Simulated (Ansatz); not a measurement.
The following input was run with Ansatz 0.2.0.

```yaml
crystal:
  lattice:
    - [3.8684636528, 0.0, 0.0]
    - [-1.9342318264, 3.350187797, 0.0]
    - [0.0, 0.0, 25.6047242021]
  atoms:
    - { symbol: Si, position: [0.6666666667, 0.3333333333, 0.3319699885] }
    - { symbol: Ni, position: [0.3333333333, 0.6666666667, 0.3319699885] }
    - { symbol: Ni, position: [0.0, 0.0, 0.3799785632] }
    - { symbol: Si, position: [0.3333333333, 0.6666666667, 0.4279871379] }
    - { symbol: Ni, position: [0.6666666667, 0.3333333333, 0.4279871379] }
    - { symbol: Ni, position: [0.0, 0.0, 0.4759957126] }
    - { symbol: Si, position: [0.6666666667, 0.3333333333, 0.5240042874] }
    - { symbol: Ni, position: [0.3333333333, 0.6666666667, 0.5240042874] }
    - { symbol: Ni, position: [0.0, 0.0, 0.5720128621] }
    - { symbol: Si, position: [0.3333333333, 0.6666666667, 0.6200214368] }
    - { symbol: Ni, position: [0.6666666667, 0.3333333333, 0.6200214368] }
    - { symbol: Ni, position: [0.0, 0.0, 0.6680300115] }
basis:
  ecutwfc: 420
kpoints:
  mp_grid: { grid: [9, 9, 1] }
hamiltonian:
  xc: pbesol
scf:
  occupations: { method: gaussian, width: 0.1 }
output:
  forces: true
  eigenvalues: true
relax:
  adjacent_minimum: "off"
  f_tol: 0.03
  max_steps: 70
  constraints: [{ sites: [0, 1, 2, 3, 4, 5] }]
efield:
  axis: 3
  dipole_correction: true
  ramp_width: 0.04
```

Command:
```bash
ansatz run input.yaml --threads 4 --pin off --max-ram 10240MiB --backend cpu --events-out ev --progress --plain --runs-dir out
```

These are results of DFT PBEsol, scalar-relativistic, plane waves, PAW (Ansatz 0.2.0), not measurements.

From the run's log, abridged (final results; tables in files aren't shown):

```
SCF converged after 7 iterations
Free energy (F): -48929.148922 eV
Harris-Foulkes:  -48929.148922 eV  (|F-HF|=5.85e-7)
Internal energy: -48929.104350 eV  (E = F + TS)
E sigma→0 (E₀):  -48929.126636 eV
Entropy (-TS):   -0.044572 eV (-3.714 meV/atom)
Fermi energy:    3.930686 eV
Dipole field:    D = 0.002265 V/Å  (p = 0.004154 e·Å, saw-weighted, corrected)
Work function:   Φ+ = 4.5553 eV   Φ− = 4.6133 eV
Levels:          The Fermi level and band energies are counted from a zero that moves with the ramp; work functions are not
--- Per-component energies (eV) ---
  E_band       = -4366.251510
  E_kinetic    = 2454.382612
  E_local      = -325003.905516  (includes V_loc(G=0)·N_el)
  E_nonlocal   = 5210.204042
  E_hartree    = 159139.786500
  E_xc         = -902.168336
  E_vxc        = -1072.004175  (∫ρ·V_xc dr)
  E_paw        = -14774.557226  (= ΣΔE_a)
  E_vpaw       = -4234.479288  (= ΣTr[D̂ρ^β])
  E_aug_tail   = 0.003839  (compensation charges beyond the density's cutoff)
  E_efield     = 0.000005  (sawtooth field / dipole correction)
  E_vefield    = 0.028947  (∫n·V_field dr)
  E_ewald      = 124945.445176
  E_core_change = 1.704553  (= ΣΔE_core)
  E_smearing   = -0.044572  (= −TS)
--- Forces (eV/Å), atoms counted from 1 ---
  atom   1  Si     0.00000000     0.00000000     0.84366482
  atom   2  Ni     0.00000000     0.00000000     0.66262705
  atom   3  Ni     0.00000000     0.00000000    -1.15504867
  atom   4  Si     0.00000000     0.00000000    -0.08238736
  atom   5  Ni     0.00000000     0.00000000     0.05626975
  atom   6  Ni     0.00000000     0.00000000    -0.31737614
  atom   7  Si     0.00000000     0.00000000    -0.02064147
  atom   8  Ni     0.00000000     0.00000000    -0.00443115
  atom   9  Ni     0.00000000     0.00000000    -0.00234128
  atom  10  Si     0.00000000     0.00000000     0.00405793
  atom  11  Ni     0.00000000     0.00000000     0.01196665
  atom  12  Ni     0.00000000     0.00000000     0.00351682
--- Band table (eV; the first three rows and the last of 12) ---
  k-point 0: bands = ["-99.3872", "-99.2659", "-99.1158", "-99.0822", "-99.0622", "-99.0192", "-98.8270", "-98.4594", "-59.9859", "-59.9859", "-59.8883", "-59.8721", "-59.8721", "-59.7516", "-59.7359", "-59.7359", "-59.6965", "-59.6590", "-59.6590", "-59.6529", "-59.6529", "-59.6057", "-59.5951", "-59.5626", "-59.5626", "-59.4161", "-59.3969", "-59.3735", "-59.3735", "-59.1145", "-59.1145", "-58.8572", "-8.3404", "-7.2540", "-5.9880", "-4.7270", "-1.7061", "-1.0911", "-1.0911", "-0.7114", "-0.7114", "-0.4520", "-0.2535", "-0.2535", "0.0162", "0.0162", "0.0970", "0.4094", "0.5276", "0.5276", "0.6596", "0.6596", "0.7831", "0.7831", "1.2331", "1.2331", "1.8638", "2.0968", "2.0968", "2.1880", "2 ...
  k-point 1: bands = ["-99.3872", "-99.2659", "-99.1158", "-99.0822", "-99.0623", "-99.0193", "-98.8270", "-98.4594", "-59.9861", "-59.9860", "-59.8886", "-59.8723", "-59.8723", "-59.7519", "-59.7365", "-59.7361", "-59.6951", "-59.6592", "-59.6592", "-59.6536", "-59.6526", "-59.6059", "-59.5948", "-59.5624", "-59.5624", "-59.4159", "-59.3967", "-59.3735", "-59.3734", "-59.1146", "-59.1145", "-58.8572", "-8.1807", "-7.1018", "-5.8504", "-4.6418", "-1.6887", "-1.2249", "-1.0107", "-0.8742", "-0.6390", "-0.4169", "-0.3221", "-0.2070", "-0.1826", "0.0762", "0.1530", "0.4843", "0.5727", "0.5939", "0.6147", "0.6800", "0.7874", "0.8065", "1.2308", "1.2525", "1.8499", "2.0457", "2.0655", "2.1872", " ...
  k-point 2: bands = ["-99.3871", "-99.2658", "-99.1156", "-99.0821", "-99.0625", "-99.0193", "-98.8270", "-98.4595", "-59.9866", "-59.9865", "-59.8894", "-59.8728", "-59.8727", "-59.7528", "-59.7380", "-59.7369", "-59.6919", "-59.6596", "-59.6595", "-59.6553", "-59.6517", "-59.6065", "-59.5942", "-59.5621", "-59.5621", "-59.4154", "-59.3961", "-59.3733", "-59.3731", "-59.1147", "-59.1143", "-58.8570", "-7.7120", "-6.6582", "-5.4567", "-4.4352", "-1.8335", "-1.6126", "-1.1642", "-0.7841", "-0.7789", "-0.5245", "-0.4330", "-0.1603", "0.0188", "0.1651", "0.2472", "0.4454", "0.5279", "0.6832", "0.7447", "0.8017", "0.8725", "0.9004", "1.2638", "1.3033", "1.7541", "1.9131", "1.9434", "2.0341", "2 ...
  k-point 11: bands = ["-99.3870", "-99.2656", "-99.1152", "-99.0819", "-99.0629", "-99.0195", "-98.8272", "-98.4595", "-59.9884", "-59.9868", "-59.8918", "-59.8741", "-59.8731", "-59.7548", "-59.7401", "-59.7394", "-59.6835", "-59.6616", "-59.6609", "-59.6594", "-59.6491", "-59.6080", "-59.5926", "-59.5613", "-59.5611", "-59.4144", "-59.3948", "-59.3729", "-59.3724", "-59.1149", "-59.1139", "-58.8566", "-5.2283", "-5.1468", "-4.2983", "-4.2438", "-2.8637", "-2.1948", "-2.0598", "-1.8789", "-1.2710", "-1.0635", "-0.8821", "-0.0685", "0.0228", "0.2599", "0.4470", "0.7466", "0.7579", "0.9311", "1.0734", "1.1034", "1.1594", "1.3296", "1.3327", "1.4669", "1.4779", "1.4789", "1.6283", "1.6846", " ...
--- Relaxed structure (6 steps of the walk, 6 accepted, 0 SCFs on fresh bases) ---
  F+E_penalty+E_count = -48929.14892222 eV   max|allowed force component| = 2.064e-2 eV/Å
  atoms:
    - { symbol: Si, position: [0.66666666, 0.33333333, 0.3319699885] }
    - { symbol: Ni, position: [0.33333333, 0.66666666, 0.3319699885] }
    - { symbol: Ni, position: [0.0, 0.0, 0.37997856] }
    - { symbol: Si, position: [0.33333333, 0.66666666, 0.42798713] }
    - { symbol: Ni, position: [0.66666666, 0.33333333, 0.42798713] }
    - { symbol: Ni, position: [0.0, 0.0, 0.47599571] }
    - { symbol: Si, position: [0.66666666, 0.33333333, 0.52742405] }
    - { symbol: Ni, position: [0.33333333, 0.66666666, 0.52287339] }
    - { symbol: Ni, position: [0.0, 0.0, 0.56979892] }
    - { symbol: Si, position: [0.33333333, 0.66666666, 0.63640339] }
    - { symbol: Ni, position: [0.66666666, 0.33333333, 0.61825400] }
    - { symbol: Ni, position: [0.0, 0.0, 0.66236177] }
```

The relaxation met its thresholds.

The run took 76 s on 4 threads of Intel(R) Xeon(R) Platinum 8488C (Sapphire Rapids), on a shared host, peak memory 1.1 GiB.